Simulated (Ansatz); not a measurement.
# Si (I4/mmm) in Ansatz: settings compared

One crystal, Si, is run at these levels: PBE, LDA, PBEsol; tasks: band structure.

Everything below comes from runs of Ansatz 0.2.0. Logs are shortened: lines on timing, memory, paths and dates and some standing lists are left out, and cuts for length are marked.

### 1 The crystal as given

It takes space group I4/mmm (No. 139, tetragonal). Conventional cell: a = 3.254 Å, b = 3.254 Å, c = 2.641 Å, α = 90.00°, β = 90.00°, γ = 90.00°. Si (site symmetry 4/mmm) is surrounded by 10 Si at 2.64 to 2.65 Å.

This isn't the form of Si at room conditions, which is diamond.

### 2 Band structure, PBE

input.yaml reads:

```yaml
crystal:
  lattice:
    - [-1.62691493, 1.62691493, 1.32032985]
    - [1.62691493, -1.62691493, 1.32032985]
    - [1.62691493, 1.62691493, -1.32032985]
  atoms:
    - { symbol: Si, position: [0.0, 0.0, 0.0] }
hamiltonian:
  xc: pbe
  pseudopotentials: { kind: paw }
kpoints:
  mp_grid: { grid: [13, 13, 13] }
  band_path:
    path:
      - [[0.0, 0.0, 0.0], [0.0, 0.0, 0.5], [-0.5, 0.5, 0.5], [0.0, 0.0, 0.0], [0.4146551061, 0.4146551061, -0.4146551061], [0.25, 0.25, 0.25], [0.0, 0.5, 0.0], [-0.4146551061, 0.5853448939, 0.4146551061], [-0.5, 0.5, 0.5]]
      - [[0.0, 0.0, 0.5], [0.25, 0.25, 0.25]]
    npoints: 14
scf:
  occupations: { method: fermi_dirac, width: 0.05 }
  n_extra_bands: 6
output:
  forces: true
  stress: true
  eigenvalues: true
  fatbands: false
```

Potentials or basis: Ansatz PAW.

On the command line:

```console
> ansatz run input.yaml --threads 2 --pin off --max-ram 5632MiB --backend cpu --events-out ev --progress --plain --runs-dir out
```

Standard output:

```text
Warning: RAYON_NUM_THREADS=2 ignored (pool sized by the plan → 2); use --threads N
scf.n_extra_bands = 6 over 2 filled bands (N_el = 4.0): the run solves 8 bands
Engine: ansatz 0.2.0, aarch64-unknown-linux-gnu
Pseudopotentials: kind: paw
Pseudopotential: Si, paw, valence charge 4, recommended cutoff 420 eV (normal), Si.paw.azcp
Functional definition: PBE
  parameter kappa = 0.804
  parameter beta = 0.06672455060314922
  exchange = pbe_x(kappa = kappa, mu = beta*pi^2/3)
  correlation = pbe_c(beta = beta)
Crystal: 1 atoms, lattice volume = 13.979 Å³
Basis set: ecut = 420 eV, 273 PW (Γ), exchange–correlation on 36×36×36 points (8 copies of the dense FFT grid, shifted against one another)
Bands: 8, of which v1, the nominal top of the filled ones, is band 2 counted from 1 (1 counted from 0)
Symmetry: 16 space group operations
Space group: I4/mmm (ITA 139), of the structure as read, at distance tolerance 2.4e-5 Å
k-points: 196 of 2197
Non-local potential: Si, projectors of the file, l = 0: 2, l = 1: 2, l = 2: 2
PAW form: soft (Blöchl's): semilocal exchange-correlation on the pseudo side does not see the compensation charge
PAW one-centre angular grid: Si, 110 points (default); XC on 64 Gauss nodes
Initial density: superposition of atomic densities (neutral atoms: chi_scale 0, normalization atom), corrected by the library's trained network
Initial wavefunctions: pseudopotential atomic-orbital guess
Functional: x = pbe(κ = 0.804, μ = 0.2195149727645171), c = pbe(β = 0.06672455060314922)
SCF iter   1: F=—  HF=-635.314288 eV  |F-HF|=—  |Δ(HF+E_count)|=         —  Δρ=1.60e-3  dr2=1.70e-4  ethr=1.77e-3  ⟨swp⟩=5.5  Hψ=12839  notcnv=0  defer=31
preconditioner: auto → none  [metal: Δε(μ)=0.024 eV  Ē_g=17.506 eV  σ=0.050 eV  W_gap=0.12  n_scr=0 (ndim 8)  ℏωp=19.9 eV  f_vac=0.000  D(μ)=0.62/eV (n_scr^D=4)]
SCF iter   2: F=—  HF=-635.314381 eV  |F-HF|=—  |Δ(HF+E_count)|=   9.25e-5  Δρ=8.47e-4  dr2=5.06e-5  ethr=4.26e-6  ⟨swp⟩=1.9  Hψ=3353  notcnv=0  defer=117
SCF iter   3: F=—  HF=-635.314418 eV  |F-HF|=—  |Δ(HF+E_count)|=   3.69e-5  Δρ=1.30e-4  dr2=2.24e-6  ethr=1.26e-6  ⟨swp⟩=2.0  Hψ=1687  notcnv=0  defer=117
SCF iter   4: F=—  HF=-635.314417 eV  |F-HF|=—  |Δ(HF+E_count)|=   8.17e-7  Δρ=4.46e-5  dr2=2.49e-7  ethr=5.61e-8  ⟨swp⟩=1.0  Hψ=1301  notcnv=0  defer=117
iter 5 did not close the SCF: its close was put off for the readings that it lacked (scf_convergence_deferred on its scf_iter line)
SCF iter   5: F=-635.314417 eV  HF=-635.314417 eV  |F-HF|=2.74e-9  |Δ(HF+E_count)|=   8.77e-8  Δρ=7.07e-6  dr2=6.28e-9  ethr=6.23e-9  ⟨swp⟩=2.0  Hψ=1687  notcnv=0  defer=117
SCF iter   6: F=-635.314417 eV  HF=-635.314417 eV  |F-HF|=1.32e-10  |Δ(HF+E_count)|=   2.29e-9  Δρ=1.60e-6  dr2=3.16e-10  ethr=1.57e-10  ⟨swp⟩=4.9  Hψ=6379  notcnv=0
SCF 1 converged in 6 iterations: F = -635.314417 eV  dr2 = 3.16e-10
NSCF: frozen V_eff on 128 k-points
SCF converged after 6 iterations
Free energy (F): -635.314417 eV
Harris-Foulkes:  -635.314417 eV  (|F-HF|=1.32e-10)
Internal energy: -635.309560 eV  (E = F + TS)
E sigma→0 (E₀):  -635.311988 eV
Entropy (-TS):   -0.004857 eV (-4.857 meV/atom)
Fermi energy:    11.135768 eV
--- Per-component energies (eV) ---
  E_band       = 21.354229
  E_kinetic    = 41.901918
  E_local      = 3.408694  (includes V_loc(G=0)·N_el)
  E_nonlocal   = 25.359581
  E_hartree    = 0.472650
  E_xc         = -56.344305
  E_vxc        = -48.279201  (∫ρ·V_xc dr)
  E_paw        = -512.237170  (= ΣΔE_a)
  E_vpaw       = -1.982082  (= ΣTr[D̂ρ^β])
  E_aug_tail   = 0.000007  (compensation charges beyond the density's cutoff)
  E_ewald      = -137.870934
  E_smearing   = -0.004857  (= −TS)
  E_closure    = 0.000000  (closes the sum)
  Σ components = -635.314417   (vs F -635.314417, Δ=0.00e0)
--- Forces (eV/Å), atoms counted from 1 ---
  atom   1  Si     0.00000000    -0.00000000    -0.00000000
  max |Σ_I F_I| component: 1.97e-31 eV/Å
--- Stress (GPa, compression-positive) ---
        4.450730      -0.000000      -0.000000
       -0.000000       4.450730       0.000000
       -0.000000       0.000000       1.608234
  P = ⅓ Tr σ = 3.5032 GPa (35.032 kbar)
--- Band table (eV; the first three rows and the last of 196) ---
  k-point 0: bands = ["-3.5879", "20.7200", "21.3298", "21.3298", "24.1406", "25.1068", "26.3660", "26.3660"]
  k-point 1: bands = ["-3.4260", "18.1554", "21.4281", "22.6516", "24.0631", "24.8490", "25.9956", "27.6652"]
  k-point 2: bands = ["-2.9416", "15.0458", "21.7078", "22.8194", "23.1475", "25.1599", "25.7639", "28.5588"]
  k-point 195: bands = ["7.5251", "8.8265", "10.4779", "12.9780", "15.4158", "17.8140", "35.8531", "35.9871"]
```

It took 1.1 s on 2 threads of Arm Neoverse V2, shared host; peak memory 0.26 GiB.

Results:

| Quantity | Value |
| --- | --- |
| Free energy | -635.3144 eV |
| Pressure | 3.5 GPa |
| Band gap on the k mesh | none (metal or under the smearing width) |

Levels at the corners of the path, in eV from the Fermi level:
```tsv
point	band 1	band 2	band 3	band 4	band 5
Γ	-14.72	9.58	10.19	10.19	13.00
X	-8.53	-7.39	9.10	11.49	11.80
M	-2.38	-2.38	-1.44	1.18	4.21
Γ	-14.72	9.58	10.19	10.19	13.00
Z	-1.83	-1.83	-1.29	-0.33	1.80
P	-3.87	-3.06	-2.42	-2.42	19.39
N	-6.44	-6.06	4.84	6.32	6.62
Z1	-1.83	-1.83	-1.29	-0.33	1.80
M	-2.38	-2.38	-1.44	1.18	4.21
X	-8.53	-7.39	9.10	11.49	11.80
P	-3.87	-3.06	-2.42	-2.42	19.39
```

### 3 Band structure, LDA

input.yaml: that of step 2 with these lines changed.

```diff
@@ -8,3 +8,3 @@
 hamiltonian:
-  xc: pbe
+  xc: lda
   pseudopotentials: { kind: paw }
@@ -25 +25,5 @@
   fatbands: false
+  write_density: true
+  write_potential: true
+  elf: true
+  volumetric_format: npy
```

Potentials or basis: Ansatz PAW.

On the command line:

```console
> ansatz run input.yaml --threads 2 --pin off --max-ram 5632MiB --backend cpu --events-out ev --progress --plain --runs-dir out
```

It took 1.1 s on 2 threads of Arm Neoverse V2, shared host; peak memory 0.26 GiB.

Results (log left out):

* Free energy: -608.2446 eV
* Pressure: -0.3 GPa
* Band gap on the k mesh: none (metal or under the smearing width)

Stress tensor (GPa, compression positive):
```
 0.76  0.00  0.00
 0.00  0.76  0.00
 0.00  0.00 -2.31
```

Levels at the corners of the path, in eV from the Fermi level:
```csv
point,band 1,band 2,band 3,band 4,band 5,band 6
Γ,-14.67,9.60,10.05,10.05,12.98,13.70
X,-8.51,-7.33,8.96,11.49,11.63,11.79
M,-2.36,-2.36,-1.50,1.25,4.16,6.57
Γ,-14.67,9.60,10.05,10.05,12.98,13.70
Z,-1.81,-1.81,-1.27,-0.43,1.87,12.32
P,-3.83,-3.13,-2.38,-2.38,19.18,19.18
N,-6.39,-6.06,4.78,6.37,6.55,9.29
Z1,-1.81,-1.81,-1.27,-0.43,1.87,12.32
M,-2.36,-2.36,-1.50,1.25,4.16,6.57
X,-8.51,-7.33,8.96,11.49,11.63,11.79
P,-3.83,-3.13,-2.38,-2.38,19.18,19.18
```

Caveat: the PAW data sets come from PBE, with cores solved anew for the run's functional, which leaves a small shift of forces and pressure.

### 4 Band structure, PBEsol

input.yaml: that of step 3 with these lines changed.

```diff
@@ -8,3 +8,3 @@
 hamiltonian:
-  xc: lda
+  xc: pbesol
   pseudopotentials: { kind: paw }
```

On the command line:

```console
> ansatz run input.yaml --threads 2 --pin off --max-ram 5632MiB --backend cpu --events-out ev --progress --plain --runs-dir out
```

Run time: 1.1 s. Hardware: 2 threads of Arm Neoverse V2, shared host; peak memory 0.27 GiB.

The run converged. Its results:

```yaml
Free_energy: -621.1289 eV
Pressure: 0.9 GPa
Band_gap_on_the_k_mesh: none (metal or under the smearing width)
```

Stress tensor (GPa, compression positive):
```
 1.82  0.00  0.00
 0.00  1.82  0.00
 0.00  0.00 -0.88
```

Levels at the corners of the path, in eV from the Fermi level:
| point | band 1 | band 2 | band 3 | band 4 | band 5 | band 6 |
| --- | --- | --- | --- | --- | --- | --- |
| Γ | -14.71 | 9.60 | 10.18 | 10.18 | 12.98 | 13.94 |
| X | -8.51 | -7.40 | 9.09 | 11.48 | 11.78 | 11.82 |
| M | -2.37 | -2.37 | -1.44 | 1.15 | 4.20 | 6.60 |
| Γ | -14.71 | 9.60 | 10.18 | 10.18 | 12.98 | 13.94 |
| Z | -1.82 | -1.82 | -1.29 | -0.33 | 1.76 | 12.38 |
| P | -3.86 | -3.05 | -2.43 | -2.43 | 19.36 | 19.36 |
| N | -6.44 | -6.05 | 4.84 | 6.33 | 6.60 | 9.33 |
| Z1 | -1.82 | -1.82 | -1.29 | -0.33 | 1.76 | 12.38 |
| M | -2.37 | -2.37 | -1.44 | 1.15 | 4.20 | 6.60 |
| X | -8.51 | -7.40 | 9.09 | 11.48 | 11.78 | 11.82 |
| P | -3.86 | -3.05 | -2.43 | -2.43 | 19.36 | 19.36 |

Caveat: the PAW data sets come from PBE, with cores solved anew for the run's functional, which leaves a small shift of forces and pressure.

### 5 Summary

| level | gap on the mesh (eV) | pressure (GPa) |
| --- | --- | --- |
| PBE | none | 3.5 |
| LDA | none | -0.3 |
| PBEsol | none | 0.9 |

Alike in all rows: task band structure; potentials or basis Ansatz PAW; no spin polarisation; cell as given; k mesh 13 × 13 × 13; cutoff (eV) 420; smearing fermi-dirac 0.05 eV.

Every run on the cell as given and a fine mesh finds a metal. The pressure there spans -0.3 GPa (LDA) to 3.5 GPa (PBE); a positive pressure means that this level wants a larger cell, a negative one a smaller.

Caveats: the PAW data sets come from PBE, with cores solved anew for the run's functional, which leaves a small shift of forces and pressure (some runs).

Absolute energies hang on the potentials; compare differences alone.
